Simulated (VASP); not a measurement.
# Pb (P6_3/mmc) in VASP: a series of runs

Runs on Pb. Level: PBEsol. Tasks: single point.

All numbers are computed with VASP 6.6.1; they aren't measurements. Logs are shortened: lines on timing, memory, paths and dates and some standing lists are left out, and cuts for length are marked.

## Step 1: The structure

It takes space group P6_3/mmc (No. 194, hexagonal). Conventional cell: a = 3.480 Å, b = 3.480 Å, c = 5.590 Å, α = 90.00°, β = 90.00°, γ = 120.00°. Pb (site symmetry -6m2) has 12 Pb at 3.44 to 3.48 Å as nearest neighbours.

This isn't the form of Pb at room conditions, which is fcc.

## Step 2: Single point, PBEsol

Contents of INCAR:

```
PREC = Accurate
ENCUT = 450
EDIFF = 1E-6
ISMEAR = -1
SIGMA = 0.4
LREAL = False
LASPH = True
NELM = 100
ALGO = Normal
ISIF = 2
LWAVE = False
LCHARG = False
GGA = PS
ADDGRID = False
```

Contents of KPOINTS:

```
regular mesh
0
Gamma
  19 19 10
```

Contents of POSCAR:

```
Pb
1.0
    3.4800000000      0.0000000000      0.0000000000
   -1.7400000000      3.0137684052      0.0000000000
    0.0000000000      0.0000000000      5.5900000000
Pb
2
Direct
    0.6666666667      0.3333333333      0.7500000000
    0.3333333333      0.6666666667      0.2500000000
```

Potentials or basis: VASP PAW PBE potentials, release 64 (Pb_d).

Command:

```
$ cat potpaw_PBE.64/Pb_d/POTCAR > POTCAR
$ mpirun -np 1 vasp_std > vasp.out
```

OUTCAR:

```text
PREC = Accurate
   ENCUT = 450
   EDIFF = 1E-6
   ISMEAR = -1
   LREAL = False
   LASPH = True
   NELM = 100
   ISIF = 2
   GGA = PS

 Found    240 irreducible k-points:

 Following reciprocal coordinates:
            Coordinates               Weight
  0.000000  0.000000  0.000000      1.000000
  0.052632  0.000000  0.000000      6.000000
  0.105263  0.000000  0.000000      6.000000
  0.157895  0.000000  0.000000      6.000000
  0.210526 -0.000000  0.000000      6.000000
  0.263158  0.000000  0.000000      6.000000
   k-points           NKPTS =    240   k-points in BZ     NKDIM =    240   number of bands    NBANDS=     18
   number of dos      NEDOS =    301   number of ions     NIONS =      2
   total plane-waves  NPLWV =  23040
   dimension x,y,z NGX =    24 NGY =   24 NGZ =   40
   dimension x,y,z NGXF=    48 NGYF=   48 NGZF=   80
   ions per type =               2
   NGX,Y,Z   is equivalent  to a cutoff of  11.47, 11.47, 11.90 a.u.
   NGXF,Y,Z  is equivalent  to a cutoff of  22.93, 22.93, 23.79 a.u.
 SYSTEM =  unknown system
   PREC   = accura    normal or accurate (medium, high low for compatibility)
   ISTART =      0    job   : 0-new  1-cont  2-samecut
   ICHARG =      2    charge: 1-file 2-atom 10-const
   ISPIN  =      1    spin polarized calculation?
   LNONCOLLINEAR =      F non collinear calculations
   LSORBIT =      F    spin-orbit coupling
   LASPH  =      T    aspherical Exc in radial PAW
   ENCUT  =  450.0 eV  33.07 Ry    5.75 a.u.   6.02  6.02  9.67*2*pi/ulx,y,z
   NELM   =    100;   NELMIN=  2; NELMDL= -5     # of ELM steps
   EDIFF  = 0.1E-05   stopping-criterion for ELM
   LREAL  =      F    real-space projection
   EDIFFG = 0.1E-04   stopping-criterion for IOM
   NSW    =      0    number of steps for IOM
   IBRION =     -1    ionic relax: 0-MD 1-quasi-New 2-CG
   NFREE  =      0    steps in history (QN), initial steepest desc. (CG)
   ISIF   =      2    stress and relaxation
   ISYM   =      2    0-nonsym 1-usesym 2-fastsym
   POTIM  = 0.5000    time-step for ionic-motion
   TEBEG  =    0.0;   TEEND  =   0.0 temperature during run
   PSTRESS=    0.0 pullay stress
   NELECT =      28.0000    total number of electrons
   NUPDOWN=      -1.0000    fix difference up-down
   EMIN   =  10.00;   EMAX   =-10.00  energy-range for DOS
   EFERMI =   0.00;   METHOD = LEGACY
   ISMEAR =    -1;   SIGMA  =   0.40  broadening in eV -4-tet -1-fermi 0-gaus
   EFERMI_NEDOS =   21; number of points for ismear=-14 and -15
   IALGO  =     38    algorithm
   IMIX   =      4    mixing-type and parameters
     AMIX     =   0.40;   BMIX     =  1.00
     AMIX_MAG =   1.60;   BMIX_MAG =  1.00
  volume/ion in A,a.u.               =      29.31       197.82
  Fermi-wavevector in a.u.,A,eV,Ry     =   1.279658  2.418203 22.279870  1.637524
  Thomas-Fermi vector in A             =   2.412131
   LORBIT       =      0    0 simple, 1 ext, 2 COOP (PROOUT), +10 PAW based schemes
   GGA     = PS    functional components
   LHFCALC =     F    Hartree Fock is set to
   AEXX    =    0.0000 exact exchange contribution
   IVDW    =     0    specifies the selected vdW correction
   LEPSILON=     F    determine dielectric tensor
   LRPA    =     F    only Hartree local field effects (RPA)
 non-spin polarized calculation
  energy-cutoff  :      450.00
  volume of cell :       58.63
 maximum number of plane-waves:      1293
   NGX = 13   NGY = 13   NGZ = 19

 number of electron      28.0000001 magnetization

 Free energy of the ion-electron system (eV)
  ---------------------------------------------------
  ext. energy  EPLUGINS =         0.00000000
  ---------------------------------------------------
  free energy    TOTEN  =        -8.24773685 eV

  energy without entropy =       -7.68028319  energy(sigma->0) =       -7.96401002

 E-fermi :   7.4511     XC(G=0): -10.5060

 val. band max:        7.4436468275   @ k =   0.3158   0.0526   0.2000
 cond. band min:       7.4517384782   @ k =   0.3158   0.2105   0.5000
 fundamental gap:      0.0080916506
 Fermi energy:         7.4511493115

 k-point     1 :       0.0000    0.0000    0.0000
  band No.  band energies     occupation
      1      -9.5717      2.00000
      2      -9.5218      2.00000
      3      -9.5044      2.00000
      4      -9.5044      2.00000
      5      -9.4792      2.00000
      6      -9.4792      2.00000
[... 10 lines left out ...]
     17      14.9494      0.00000
     18      15.6178      0.00000

 k-point     2 :       0.0526    0.0000    0.0000
  band No.  band energies     occupation
      1      -9.5688      2.00000
      2      -9.5274      2.00000
      3      -9.4974      2.00000
      4      -9.4962      2.00000
      5      -9.4780      2.00000
      6      -9.4724      2.00000
[... 10 lines left out ...]
     17      15.0611      0.00000
     18      15.5635      0.00000

 k-point     3 :       0.1053    0.0000    0.0000
  band No.  band energies     occupation
      1      -9.5677      2.00000
      2      -9.5312      2.00000
      3      -9.4833      2.00000
      4      -9.4770      2.00000
      5      -9.4693      2.00000
      6      -9.4534      2.00000
[... 10 lines left out ...]
     17      15.1770      0.00000
     18      15.3350      0.00000

 k-point     4 :       0.1579    0.0000    0.0000
  band No.  band energies     occupation
      1      -9.5817      2.00000
      2      -9.5198      2.00000
      3      -9.4806      2.00000
      4      -9.4696      2.00000
      5      -9.4633      2.00000
      6      -9.4453      2.00000
[... 10 lines left out ...]
     17      14.7885      0.00000
     18      15.0668      0.00000

 k-point     5 :       0.2105   -0.0000    0.0000
  band No.  band energies     occupation
      1      -9.6040      2.00000
      2      -9.5084      2.00000
      3      -9.4911      2.00000
      4      -9.4776      2.00000
      5      -9.4731      2.00000
      6      -9.4059      2.00000
[... 10 lines left out ...]
     17      13.9288      0.00000
     18      14.8120      0.00000

 k-point     6 :       0.2632    0.0000    0.0000
  band No.  band energies     occupation
      1      -9.6281      2.00000
      2      -9.5161      2.00000
      3      -9.5102      2.00000
      4      -9.4923      2.00000
      5      -9.4526      2.00000
      6      -9.3628      2.00000
[... 10 lines left out ...]
     17      12.9140      0.00000
     18      14.3489      0.00000

 [... further k-points ...]

------------------------ aborting loop because EDIFF is reached ----------------------------------------

  FORCE on cell =-STRESS in cart. coord.  units (eV):
  Direction    XX          YY          ZZ          XY          YZ          ZX
  --------------------------------------------------------------------------------------
  -------------------------------------------------------------------------------------
  Total        0.4335533      0.4335533      0.9045300     -0.0000000      0.0000000      0.0000000
  in kB       11.8481940     11.8481940     24.7190988     -0.0000000      0.0000000      0.0000000
  external PRESSURE =      16.1384956 kB  Pullay stress =       0.0000000 kB

 VOLUME and BASIS-vectors are now :
 -----------------------------------------------------------------------------
  energy-cutoff  :      450.00
  volume of cell :       58.63
      direct lattice vectors                 reciprocal lattice vectors
     3.480000000  0.000000000  0.000000000     0.287356322  0.165905250  0.000000000
    -1.740000000  3.013768405  0.000000000     0.000000000  0.331810500  0.000000000
     0.000000000  0.000000000  5.590000000     0.000000000  0.000000000  0.178890877

 POSITION                                       TOTAL-FORCE (eV/Angst)
 -----------------------------------------------------------------------------------
      1.74000      1.00459      4.19250         0.000000     -0.000000      0.000000
     -0.00000      2.00918      1.39750        -0.000000      0.000000      0.000000
 -----------------------------------------------------------------------------------
    total drift:                               -0.000000      0.000000      0.000000

  FREE ENERGIE OF THE ION-ELECTRON SYSTEM (eV)
  ---------------------------------------------------
  free  energy   TOTEN  =        -8.2477368494 eV

  energy  without entropy=       -7.6802831852  energy(sigma->0) =       -7.96401002
```

Run time: 36 s. Hardware: 1 thread of Intel Xeon 6975P-C (Granite Rapids), shared host; peak memory 0.28 GiB.

These settings aren't checked as converged: the numbers below hold their error.

What came out:

| Quantity | Value |
| --- | --- |
| Free energy | -8.2477 eV |
| Pressure | 1.6 GPa |
| Band gap on the k mesh | none (metal or under the smearing width) |

Caveat: the PAW data sets were made with another functional, which shifts forces and pressure a little.

## Step 3: Single point, PBEsol

INCAR is that of step 2.

KPOINTS is that of step 2.

Contents of POSCAR:

```
Pb
1.0
    3.4800000000      0.0000000000      0.0000000000
   -1.7400000000      3.0137684052      0.0000000000
    0.0000000000      0.0000000000      5.5900000000
Pb
2
Direct
    0.6916670000      0.3496840000      0.7502860000
    0.3559200000      0.6835750000      0.2530120000
```

Potentials or basis: VASP PAW PBE potentials, release 64 (Pb_d).

Command:

```
$ cat potpaw_PBE.64/Pb_d/POTCAR > POTCAR
$ mpirun -np 1 vasp_std > vasp.out
```

Run time: 4.4 min. Hardware: 1 thread of Intel Xeon 6975P-C (Granite Rapids), shared host; peak memory 1.2 GiB.

These settings aren't checked as converged: the numbers below hold their error.

Results:

```yaml
Free_energy: -8.2474 eV
Pressure: 1.6 GPa
Largest_force: 0.040 eV/Å
Band_gap_on_the_k_mesh: none (metal or under the smearing width)
```

Caveat: the PAW data sets were made with another functional, which shifts forces and pressure a little.

## Step 4: Single point, PBEsol

INCAR: that of step 3 with these lines changed.

```diff
@@ -4,3 +4,3 @@
 ISMEAR = -1
-SIGMA = 0.4
+SIGMA = 0.1
 LREAL = False
```

KPOINTS is that of step 3.

Contents of POSCAR:

```
Pb
1.0
    3.4800000000      0.0000000000      0.0000000000
   -1.7400000000      3.0137684052      0.0000000000
    0.0000000000      0.0000000000      5.5900000000
Pb
2
Direct
    0.6666666667      0.3333333333      0.7500000000
    0.3333333333      0.6666666667      0.2500000000
```

Potentials or basis: VASP PAW PBE potentials, release 64 (Pb_d).

Command:

```
$ cat potpaw_PBE.64/Pb_d/POTCAR > POTCAR
$ mpirun -np 1 vasp_std > vasp.out
```

OUTCAR:

```text
PREC = Accurate
   ENCUT = 450
   EDIFF = 1E-6
   ISMEAR = -1
   LREAL = False
   LASPH = True
   NELM = 100
   ISIF = 2
   GGA = PS

 Found    240 irreducible k-points:

 Following reciprocal coordinates:
            Coordinates               Weight
  0.000000  0.000000  0.000000      1.000000
  0.052632  0.000000  0.000000      6.000000
  0.105263  0.000000  0.000000      6.000000
  0.157895  0.000000  0.000000      6.000000
  0.210526 -0.000000  0.000000      6.000000
  0.263158  0.000000  0.000000      6.000000
   k-points           NKPTS =    240   k-points in BZ     NKDIM =    240   number of bands    NBANDS=     18
   number of dos      NEDOS =    301   number of ions     NIONS =      2
   total plane-waves  NPLWV =  23040
   dimension x,y,z NGX =    24 NGY =   24 NGZ =   40
   dimension x,y,z NGXF=    48 NGYF=   48 NGZF=   80
   ions per type =               2
   NGX,Y,Z   is equivalent  to a cutoff of  11.47, 11.47, 11.90 a.u.
   NGXF,Y,Z  is equivalent  to a cutoff of  22.93, 22.93, 23.79 a.u.
 SYSTEM =  unknown system
   PREC   = accura    normal or accurate (medium, high low for compatibility)
   ISTART =      0    job   : 0-new  1-cont  2-samecut
   ICHARG =      2    charge: 1-file 2-atom 10-const
   ISPIN  =      1    spin polarized calculation?
   LNONCOLLINEAR =      F non collinear calculations
   LSORBIT =      F    spin-orbit coupling
   LASPH  =      T    aspherical Exc in radial PAW
   ENCUT  =  450.0 eV  33.07 Ry    5.75 a.u.   6.02  6.02  9.67*2*pi/ulx,y,z
   NELM   =    100;   NELMIN=  2; NELMDL= -5     # of ELM steps
   EDIFF  = 0.1E-05   stopping-criterion for ELM
   LREAL  =      F    real-space projection
   EDIFFG = 0.1E-04   stopping-criterion for IOM
   NSW    =      0    number of steps for IOM
   IBRION =     -1    ionic relax: 0-MD 1-quasi-New 2-CG
   NFREE  =      0    steps in history (QN), initial steepest desc. (CG)
   ISIF   =      2    stress and relaxation
   ISYM   =      2    0-nonsym 1-usesym 2-fastsym
   POTIM  = 0.5000    time-step for ionic-motion
   TEBEG  =    0.0;   TEEND  =   0.0 temperature during run
   PSTRESS=    0.0 pullay stress
   NELECT =      28.0000    total number of electrons
   NUPDOWN=      -1.0000    fix difference up-down
   EMIN   =  10.00;   EMAX   =-10.00  energy-range for DOS
   EFERMI =   0.00;   METHOD = LEGACY
   ISMEAR =    -1;   SIGMA  =   0.10  broadening in eV -4-tet -1-fermi 0-gaus
   EFERMI_NEDOS =   21; number of points for ismear=-14 and -15
   IALGO  =     38    algorithm
   IMIX   =      4    mixing-type and parameters
     AMIX     =   0.40;   BMIX     =  1.00
     AMIX_MAG =   1.60;   BMIX_MAG =  1.00
  volume/ion in A,a.u.               =      29.31       197.82
  Fermi-wavevector in a.u.,A,eV,Ry     =   1.279658  2.418203 22.279870  1.637524
  Thomas-Fermi vector in A             =   2.412131
   LORBIT       =      0    0 simple, 1 ext, 2 COOP (PROOUT), +10 PAW based schemes
   GGA     = PS    functional components
   LHFCALC =     F    Hartree Fock is set to
   AEXX    =    0.0000 exact exchange contribution
   IVDW    =     0    specifies the selected vdW correction
   LEPSILON=     F    determine dielectric tensor
   LRPA    =     F    only Hartree local field effects (RPA)
 non-spin polarized calculation
  energy-cutoff  :      450.00
  volume of cell :       58.63
 maximum number of plane-waves:      1293
   NGX = 13   NGY = 13   NGZ = 19

 number of electron      28.0000001 magnetization

 Free energy of the ion-electron system (eV)
  ---------------------------------------------------
  ext. energy  EPLUGINS =         0.00000000
  ---------------------------------------------------
  free energy    TOTEN  =        -7.98171015 eV

  energy without entropy =       -7.94546920  energy(sigma->0) =       -7.96358967

 E-fermi :   7.4260     XC(G=0): -10.5063

 val. band max:        7.4134485910   @ k =   0.3158   0.1053   0.0000
 cond. band min:       7.4419470462   @ k =   0.3158   0.0526   0.2000
 fundamental gap:      0.0284984551
 Fermi energy:         7.4260292844

 k-point     1 :       0.0000    0.0000    0.0000
  band No.  band energies     occupation
      1      -9.5715      2.00000
      2      -9.5211      2.00000
      3      -9.5097      2.00000
      4      -9.5097      2.00000
      5      -9.4844      2.00000
      6      -9.4844      2.00000
[... 10 lines left out ...]
     17      14.9474      0.00000
     18      15.6199      0.00000
[... 85 lines left out ...]
 k-point     6 :       0.2632    0.0000    0.0000
  band No.  band energies     occupation
      1      -9.6314      2.00000
      2      -9.5165      2.00000
      3      -9.5153      2.00000
      4      -9.4928      2.00000
      5      -9.4520      2.00000
      6      -9.3681      2.00000
[... 10 lines left out ...]
     17      12.9178      0.00000
     18      14.3456      0.00000

 [... further k-points ...]

------------------------ aborting loop because EDIFF is reached ----------------------------------------

  FORCE on cell =-STRESS in cart. coord.  units (eV):
  Direction    XX          YY          ZZ          XY          YZ          ZX
  --------------------------------------------------------------------------------------
  -------------------------------------------------------------------------------------
  Total        0.1477249      0.1477249      0.8783928      0.0000000      0.0000000      0.0000000
  in kB        4.0370428      4.0370428     24.0048192      0.0000000      0.0000000      0.0000000
  external PRESSURE =      10.6929683 kB  Pullay stress =       0.0000000 kB

 VOLUME and BASIS-vectors are now :
 -----------------------------------------------------------------------------
  energy-cutoff  :      450.00
  volume of cell :       58.63
      direct lattice vectors                 reciprocal lattice vectors
     3.480000000  0.000000000  0.000000000     0.287356322  0.165905250  0.000000000
    -1.740000000  3.013768405  0.000000000     0.000000000  0.331810500  0.000000000
     0.000000000  0.000000000  5.590000000     0.000000000  0.000000000  0.178890877

 POSITION                                       TOTAL-FORCE (eV/Angst)
 -----------------------------------------------------------------------------------
      1.74000      1.00459      4.19250         0.000000      0.000000      0.000000
     -0.00000      2.00918      1.39750        -0.000000      0.000000      0.000000
 -----------------------------------------------------------------------------------
    total drift:                               -0.000000      0.000000      0.000000

  FREE ENERGIE OF THE ION-ELECTRON SYSTEM (eV)
  ---------------------------------------------------
  free  energy   TOTEN  =        -7.9817101524 eV

  energy  without entropy=       -7.9454691963  energy(sigma->0) =       -7.96358967
```

It took 36 s on 1 thread of Intel Xeon 6975P-C (Granite Rapids), shared host; peak memory 0.28 GiB.

These settings aren't checked as converged: the numbers below hold their error.

Results:

```yaml
Free_energy: -7.9817 eV
Pressure: 1.1 GPa
Band_gap_on_the_k_mesh: none (metal or under the smearing width)
```

Caveat: the PAW data sets were made with another functional, which shifts forces and pressure a little.

## Step 5: The reference run

An earlier run on the cell as given: functional PBEsol; potentials or basis VASP PAW PBE potentials, release 64 (Pb_d); cutoff 520 eV; k mesh 9 × 9 × 5; occupations fermi-dirac, width 0.05 eV; no spin polarisation.

- Pressure: 1.0 GPa
- Band gap on the k mesh: none (metal or under the smearing width)
